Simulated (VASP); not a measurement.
# KCl (Sylvite) (Fm-3m) in VASP: a series of runs

KCl (Sylvite) is run at these levels: LDA, r2SCAN, PBE, PBEsol; tasks: single point, relaxation of cell and atoms.

Everything below comes from runs of VASP 6.6.1. Logs are shortened: lines on timing, memory, paths and dates and some standing lists are left out, and cuts for length are marked.

**Experimental background.**

A printed reference work, monograph reports, for a bulk crystal of KCl: band gap 8.68 eV.

The results are compared with them further down.

**1. The cell of the first run**

The structure is cubic, space group Fm-3m (No. 225). Conventional cell: a = 6.290 Å, b = 6.290 Å, c = 6.290 Å, α = 90.00°, β = 90.00°, γ = 90.00°. K (site symmetry m-3m) has 6 Cl at 3.14 Å within 4.1 Å. Within 4.1 Å of Cl (site symmetry m-3m) lie 6 K at 3.14 Å.

**2. Single point, LDA**

INCAR reads:

```
SYSTEM = KCl
ALGO = Normal
EDIFF = 1E-6
ENCUT = 520
ISIF = 2
ISMEAR = 0
LASPH = .TRUE.
LCHARG = .FALSE.
LREAL = .FALSE.
LWAVE = .FALSE.
NBANDS = 15
NELM = 100
PREC = Accurate
SIGMA = 0.01
```

KPOINTS reads:

```
k-points
0
G
  8 8 8
  0 0 0
```

POSCAR reads:

```
KCl
1.0
    0.0000000000      3.1448470504      3.1448470504
    3.1448470504      0.0000000000      3.1448470504
    3.1448470504      3.1448470504      0.0000000000
K Cl
1 1
Direct
    0.0000000000      0.0000000000      0.0000000000
    0.5000000000      0.5000000000      0.5000000000
```

Potentials or basis: VASP PAW LDA potentials, release 64 (K_sv, Cl).

Run with:

```sh
> cat potpaw_LDA.64/K_sv/POTCAR potpaw_LDA.64/Cl/POTCAR > POTCAR
> mpirun -np 1 vasp_std > vasp.out
```

OUTCAR:

```text
SYSTEM = KCl
   EDIFF = 1E-6
   ENCUT = 520
   ISIF = 2
   ISMEAR = 0
   LASPH = .TRUE.
   LREAL = .FALSE.
   NELM = 100
   PREC = Accurate

 ion  position               nearest neighbor table
   1  0.000  0.000  0.000-   2 3.14   2 3.14   2 3.14   2 3.14   2 3.14   2 3.14
   2  0.500  0.500  0.500-   1 3.14   1 3.14   1 3.14   1 3.14   1 3.14   1 3.14

  LATTYP: Found a face centered cubic cell.
 ALAT       =     6.2896941008

  Lattice vectors:

 A1 = (   0.0000000000,   3.1448470504,   3.1448470504)
 A2 = (   3.1448470504,   0.0000000000,   3.1448470504)
 A3 = (   3.1448470504,   3.1448470504,   0.0000000000)

Analysis of symmetry for initial positions (statically):
=====================================================================
 Subroutine PRICEL returns:
 Original cell was already a primitive cell.

 Routine SETGRP: Setting up the symmetry group for a
 face centered cubic supercell.

 Subroutine GETGRP returns: Found 48 space group operations
 (whereof 48 operations were pure point group operations)
 out of a pool of 48 trial point group operations.

The static configuration has the point symmetry O_h .

Analysis of symmetry for dynamics (positions and initial velocities):
=====================================================================
 Subroutine PRICEL returns:
 Original cell was already a primitive cell.

 Routine SETGRP: Setting up the symmetry group for a
 face centered cubic supercell.

 Subroutine GETGRP returns: Found 48 space group operations
 (whereof 48 operations were pure point group operations)
 out of a pool of 48 trial point group operations.

The dynamic configuration has the point symmetry O_h .

 Subroutine INISYM returns: Found 48 space group operations
 (whereof 48 operations are pure point group operations),
 and found     1 'primitive' translations

----------------------------------------------------------------------------------------

                                     Primitive cell

  volume of cell :      62.2055

  direct lattice vectors                    reciprocal lattice vectors
     0.000000000  3.144847050  3.144847050    -0.158990244  0.158990244  0.158990244
     3.144847050  0.000000000  3.144847050     0.158990244 -0.158990244  0.158990244
     3.144847050  3.144847050  0.000000000     0.158990244  0.158990244 -0.158990244

  length of vectors
     4.447485350  4.447485350  4.447485350     0.275379181  0.275379181  0.275379181

  position of ions in fractional coordinates (direct lattice)
     0.000000000  0.000000000  0.000000000
     0.500000000  0.500000000  0.500000000

  ion indices of the primitive-cell ions
   primitive index   ion index
                 1           1
                 2           2

----------------------------------------------------------------------------------------

 KPOINTS: k-points

Automatic generation of k-mesh.
 Grid dimensions read from file:
 generate k-points for:    8    8    8

 Generating k-lattice:

  Cartesian coordinates                     Fractional coordinates (reciprocal lattice)
    -0.019873781  0.019873781  0.019873781     0.125000000  0.000000000  0.000000000
     0.019873781 -0.019873781  0.019873781     0.000000000  0.125000000  0.000000000
     0.019873781  0.019873781 -0.019873781     0.000000000  0.000000000  0.125000000

  Length of vectors
     0.034422398  0.034422398  0.034422398

  Shift w.r.t. Gamma in fractional coordinates (k-lattice)
     0.000000000  0.000000000  0.000000000

 Subroutine IBZKPT returns following result:
 ===========================================

 Found     29 irreducible k-points:

 Following reciprocal coordinates:
            Coordinates               Weight
  0.000000  0.000000  0.000000      1.000000
  0.125000  0.000000  0.000000      8.000000
  0.250000  0.000000  0.000000      8.000000
  0.375000  0.000000  0.000000      8.000000
  0.500000  0.000000  0.000000      4.000000
  0.125000  0.125000  0.000000      6.000000
[... 16 lines left out ...]
  0.500000  0.250000  0.125000     48.000000
 -0.375000  0.250000  0.125000     24.000000
 [... further k-points ...]
   k-points           NKPTS =     29   k-points in BZ     NKDIM =     29   number of bands    NBANDS=     15
   number of dos      NEDOS =    301   number of ions     NIONS =      2
   total plane-waves  NPLWV =  46656
   dimension x,y,z NGX =    36 NGY =   36 NGZ =   36
   dimension x,y,z NGXF=    72 NGYF=   72 NGZF=   72
   ions per type =               1   1
   NGX,Y,Z   is equivalent  to a cutoff of  13.46, 13.46, 13.46 a.u.
   NGXF,Y,Z  is equivalent  to a cutoff of  26.91, 26.91, 26.91 a.u.
 SYSTEM =  KCl
   PREC   = accura    normal or accurate (medium, high low for compatibility)
   ISTART =      0    job   : 0-new  1-cont  2-samecut
   ICHARG =      2    charge: 1-file 2-atom 10-const
   ISPIN  =      1    spin polarized calculation?
   LNONCOLLINEAR =      F non collinear calculations
   LSORBIT =      F    spin-orbit coupling
   LASPH  =      T    aspherical Exc in radial PAW
   ENCUT  =  520.0 eV  38.22 Ry    6.18 a.u.   8.27  8.27  8.27*2*pi/ulx,y,z
   NELM   =    100;   NELMIN=  2; NELMDL= -5     # of ELM steps
   EDIFF  = 0.1E-05   stopping-criterion for ELM
   LREAL  =      F    real-space projection
   EDIFFG = 0.1E-04   stopping-criterion for IOM
   NSW    =      0    number of steps for IOM
   IBRION =     -1    ionic relax: 0-MD 1-quasi-New 2-CG
   NFREE  =      0    steps in history (QN), initial steepest desc. (CG)
   ISIF   =      2    stress and relaxation
   ISYM   =      2    0-nonsym 1-usesym 2-fastsym
   POTIM  = 0.5000    time-step for ionic-motion
   TEBEG  =    0.0;   TEEND  =   0.0 temperature during run
   PSTRESS=    0.0 pullay stress
   NELECT =      16.0000    total number of electrons
   NUPDOWN=      -1.0000    fix difference up-down
   EMIN   =  10.00;   EMAX   =-10.00  energy-range for DOS
   EFERMI =   0.00;   METHOD = LEGACY
   ISMEAR =     0;   SIGMA  =   0.01  broadening in eV -4-tet -1-fermi 0-gaus
   EFERMI_NEDOS =   21; number of points for ismear=-14 and -15
   IALGO  =     38    algorithm
   IMIX   =      4    mixing-type and parameters
     AMIX     =   0.40;   BMIX     =  1.00
     AMIX_MAG =   1.60;   BMIX_MAG =  1.00
  volume/ion in A,a.u.               =      31.10       209.89
  Fermi-wavevector in a.u.,A,eV,Ry     =   1.041131  1.967452 14.748081  1.083953
  Thomas-Fermi vector in A             =   2.175738
   LORBIT       =      0    0 simple, 1 ext, 2 COOP (PROOUT), +10 PAW based schemes
   GGA     = CA    functional components
   LHFCALC =     F    Hartree Fock is set to
   AEXX    =    0.0000 exact exchange contribution
   IVDW    =     0    specifies the selected vdW correction
   LEPSILON=     F    determine dielectric tensor
   LRPA    =     F    only Hartree local field effects (RPA)
 non-spin polarized calculation
 Gauss-broadening in eV      SIGMA  =   0.01
  energy-cutoff  :      520.00
  volume of cell :       62.21
 maximum number of plane-waves:      1700
 NGX is ok and might be reduce to    36
   NGX = 17   NGY = 17   NGZ = 17

 number of electron      15.9999999 magnetization

 Free energy of the ion-electron system (eV)
  ---------------------------------------------------
  ext. energy  EPLUGINS =         0.00000000
  ---------------------------------------------------
  free energy    TOTEN  =        -7.37090841 eV

  energy without entropy =       -7.37090841  energy(sigma->0) =       -7.37090841

 E-fermi :  -1.9789     XC(G=0):  -8.1169

 val. band max:       -2.0767686246   @ k =   0.0000   0.0000   0.0000
 cond. band min:       2.6754789512   @ k =   0.0000   0.0000   0.0000
 fundamental gap:      4.7522475757
 Fermi energy:        -1.9788636947

 k-point     1 :       0.0000    0.0000    0.0000
  band No.  band energies     occupation
      1     -28.9050      2.00000
      2     -14.1046      2.00000
      3     -12.6030      2.00000
      4     -12.6030      2.00000
      5     -12.6030      2.00000
      6      -2.0768      2.00000
      7      -2.0768      2.00000
      8      -2.0768      2.00000
      9       2.6755      0.00000
     10       6.0088      0.00000
     11       6.0088      0.00000
     12       6.0088      0.00000
     13       6.9430      0.00000
     14       6.9430      0.00000
     15      10.4004      0.00000

 k-point     2 :       0.1250    0.0000    0.0000
  band No.  band energies     occupation
      1     -28.9032      2.00000
      2     -14.1366      2.00000
      3     -12.6046      2.00000
      4     -12.6046      2.00000
      5     -12.5630      2.00000
      6      -2.2865      2.00000
      7      -2.1311      2.00000
      8      -2.1311      2.00000
      9       3.0648      0.00000
     10       5.8735      0.00000
     11       6.2078      0.00000
     12       6.2078      0.00000
     13       7.1588      0.00000
     14       7.1588      0.00000
     15      11.0190      0.00000

 k-point     3 :       0.2500    0.0000    0.0000
  band No.  band energies     occupation
      1     -28.8990      2.00000
      2     -14.2081      2.00000
      3     -12.6083      2.00000
      4     -12.6083      2.00000
      5     -12.4718      2.00000
      6      -2.7156      2.00000
      7      -2.2569      2.00000
      8      -2.2569      2.00000
      9       3.9660      0.00000
     10       5.7565      0.00000
     11       6.7730      0.00000
     12       6.7730      0.00000
     13       7.7509      0.00000
     14       7.7509      0.00000
     15      11.3007      0.00000
[... 343 lines left out ...]
 k-point    23 :       0.5000    0.2500    0.1250
  band No.  band energies     occupation
      1     -28.8926      2.00000
      2     -14.2018      2.00000
      3     -12.6613      2.00000
      4     -12.6292      2.00000
      5     -12.4565      2.00000
      6      -2.9478      2.00000
      7      -2.4414      2.00000
      8      -2.3903      2.00000
      9       5.1766      0.00000
     10       5.5253      0.00000
     11       7.6663      0.00000
     12       7.9308      0.00000
     13       8.3237      0.00000
     14       8.8068      0.00000
     15       9.6010      0.00000

 k-point    24 :      -0.3750    0.2500    0.1250
  band No.  band energies     occupation
      1     -28.8912      2.00000
      2     -14.2061      2.00000
      3     -12.6635      2.00000
      4     -12.6394      2.00000
      5     -12.4475      2.00000
      6      -2.9809      2.00000
      7      -2.5062      2.00000
      8      -2.4298      2.00000
      9       5.3996      0.00000
     10       5.9235      0.00000
     11       7.6784      0.00000
     12       7.8107      0.00000
     13       8.6176      0.00000
     14       9.5163      0.00000
     15       9.5647      0.00000

 [... further k-points ...]
[... 5 lines left out ...]
  --------------------------------------------------------------------------------------
  -------------------------------------------------------------------------------------
  Total       -0.7380640     -0.7380640     -0.7380640      0.0000000     -0.0000000     -0.0000000
  in kB      -19.0097335    -19.0097335    -19.0097335      0.0000000     -0.0000000     -0.0000000
  external PRESSURE =     -19.0097335 kB  Pullay stress =       0.0000000 kB

 VOLUME and BASIS-vectors are now :
 -----------------------------------------------------------------------------
  energy-cutoff  :      520.00
  volume of cell :       62.21
      direct lattice vectors                 reciprocal lattice vectors
     0.000000000  3.144847050  3.144847050    -0.158990244  0.158990244  0.158990244
     3.144847050  0.000000000  3.144847050     0.158990244 -0.158990244  0.158990244
     3.144847050  3.144847050  0.000000000     0.158990244  0.158990244 -0.158990244

 POSITION                                       TOTAL-FORCE (eV/Angst)
 -----------------------------------------------------------------------------------
      0.00000      0.00000      0.00000         0.000000      0.000000     -0.000000
      3.14485      3.14485      3.14485        -0.000000     -0.000000      0.000000
 -----------------------------------------------------------------------------------
    total drift:                                0.000000      0.000000      0.000000

  FREE ENERGIE OF THE ION-ELECTRON SYSTEM (eV)
  ---------------------------------------------------
  free  energy   TOTEN  =        -7.3709084144 eV

  energy  without entropy=       -7.3709084144  energy(sigma->0) =       -7.37090841
```

Run time: 18 s. Hardware: 1 thread of Intel Xeon Platinum 8259CL at 2.50GHz (Skylake/Cascade Lake), shared host; peak memory 0.18 GiB.

Results:

* Free energy: -7.3709 eV
* Pressure: -1.9 GPa
* Band gap on the k mesh: 4.75 eV, direct

Levels at points of the mesh, in eV from the valence-band top:
```
           k point  band 4  band 5  band 6  band 7  band 8  band 9  band 10  band 11  band 12  band 13
(0.00, 0.00, 0.00)  -10.53  -10.53    0.00    0.00    0.00    4.75     8.09     8.09     8.09     9.02
(0.50, 0.00, 0.00)  -10.54  -10.28   -1.13   -0.35   -0.35    7.19     8.26    10.28    10.28    11.12
(0.50, 0.50, 0.00)  -10.59  -10.59   -0.70   -0.24   -0.24    6.17     7.98     9.66    10.05    10.41
```

**3. Single point, r2SCAN**

POSCAR is that of step 2.

INCAR.step1 reads:

```
PREC = Accurate
ENCUT = 520
ISMEAR = 0
SIGMA = 0.01
LREAL = F
LASPH = T
NELM = 100
NBANDS = 15
GGA = PE
ALGO = Normal
EDIFF = 1E-4
LWAVE = T
LCHARG = F
```

INCAR.step2 reads:

```
PREC = Accurate
ENCUT = 520
EDIFF = 1E-6
ISMEAR = 0
SIGMA = 0.01
LREAL = F
LASPH = T
NELM = 100
ALGO = Normal
ISIF = 2
LWAVE = F
LCHARG = T
METAGGA = R2SCAN
LMIXTAU = T
LELF = T
LVHAR = T
NBANDS = 15
ISTART = 1
```

KPOINTS reads:

```
Automatic mesh
0
Gamma
  8 8 8
```

Potentials or basis: VASP PAW PBE potentials, release 64 (K_sv, Cl).

Run with:

```sh
> cat potpaw_PBE.64/K_sv/POTCAR potpaw_PBE.64/Cl/POTCAR > POTCAR
> cp INCAR.step1 INCAR
> mpirun -np 1 vasp_std > vasp.out
> cp INCAR.step2 INCAR
> mpirun -np 1 vasp_std > vasp.out
```

OUTCAR:

```text
PREC = Accurate
   ENCUT = 520
   EDIFF = 1E-6
   ISMEAR = 0
   LREAL = F
   LASPH = T
   NELM = 100
   ISIF = 2
   METAGGA = R2SCAN
   ISTART = 1

 ion  position               nearest neighbor table
   1  0.000  0.000  0.000-   2 3.14   2 3.14   2 3.14   2 3.14   2 3.14   2 3.14
   2  0.500  0.500  0.500-   1 3.14   1 3.14   1 3.14   1 3.14   1 3.14   1 3.14

  LATTYP: Found a face centered cubic cell.
 ALAT       =     6.2896941008

  Lattice vectors:
[... 609 lines left out ...]
      7      -2.6621      2.00000
      8      -2.5885      2.00000
      9       6.1512      0.00000
     10       6.6799      0.00000
     11       8.7132      0.00000
     12       8.7303      0.00000
     13       9.4940      0.00000
     14      10.4416      0.00000
     15      10.5109      0.00000

 [... further k-points ...]
[... 5 lines left out ...]
  --------------------------------------------------------------------------------------
  -------------------------------------------------------------------------------------
  Total        0.0012434      0.0012434      0.0012434     -0.0000000      0.0000000      0.0000000
  in kB        0.0320244      0.0320244      0.0320244     -0.0000000      0.0000000      0.0000000
  external PRESSURE =       0.0320244 kB  Pullay stress =       0.0000000 kB

 VOLUME and BASIS-vectors are now :
 -----------------------------------------------------------------------------
  energy-cutoff  :      520.00
  volume of cell :       62.21
      direct lattice vectors                 reciprocal lattice vectors
     0.000000000  3.144847050  3.144847050    -0.158990244  0.158990244  0.158990244
     3.144847050  0.000000000  3.144847050     0.158990244 -0.158990244  0.158990244
     3.144847050  3.144847050  0.000000000     0.158990244  0.158990244 -0.158990244

 POSITION                                       TOTAL-FORCE (eV/Angst)
 -----------------------------------------------------------------------------------
      0.00000      0.00000      0.00000        -0.000000     -0.000000      0.000000
      3.14485      3.14485      3.14485         0.000000      0.000000     -0.000000
 -----------------------------------------------------------------------------------
    total drift:                                0.000000      0.000000      0.000000

  FREE ENERGIE OF THE ION-ELECTRON SYSTEM (eV)
  ---------------------------------------------------
  free  energy   TOTEN  =       -16.5064841414 eV

  energy  without entropy=      -16.5064841414  energy(sigma->0) =      -16.50648414
```

OUTCAR.step1:

```text
PREC = Accurate
   ENCUT = 520
   ISMEAR = 0
   LREAL = F
   LASPH = T
[... 653 lines left out ...]
 -----------------------------------------------------------------------------------
      0.00000      0.00000      0.00000         0.000000      0.000000      0.000000
      3.14485      3.14485      3.14485         0.000000     -0.000000     -0.000000
 -----------------------------------------------------------------------------------
    total drift:                                0.000000      0.000000      0.000000

  FREE ENERGIE OF THE ION-ELECTRON SYSTEM (eV)
  ---------------------------------------------------
  free  energy   TOTEN  =        -6.8033682627 eV

  energy  without entropy=       -6.8033682627  energy(sigma->0) =       -6.80336826
```

Wall time 97 s (1 thread of Intel Xeon Platinum 8259CL at 2.50GHz (Skylake/Cascade Lake), shared host); peak memory 0.22 GiB.

What came out:

```yaml
Free_energy: -16.5065 eV
Pressure: 0.0 GPa
Band_gap_on_the_k_mesh: 5.84 eV, direct
```

Levels at points of the mesh, in eV from the valence-band top:
| k point | band 5 | band 6 | band 7 | band 8 | band 9 | band 10 | band 11 | band 12 |
| --- | --- | --- | --- | --- | --- | --- | --- | --- |
| (0.00, 0.00, 0.00) | -10.96 | 0.00 | 0.00 | 0.00 | 5.84 | 9.03 | 9.03 | 9.03 |
| (0.50, 0.00, 0.00) | -10.73 | -1.05 | -0.32 | -0.32 | 8.14 | 9.25 | 11.33 | 11.33 |
| (0.50, 0.50, 0.00) | -11.01 | -0.67 | -0.23 | -0.23 | 7.03 | 9.22 | 10.70 | 11.11 |

Caveat: the PAW data sets were made with another functional, which shifts forces and pressure a little.

[end of part 1 of 2]
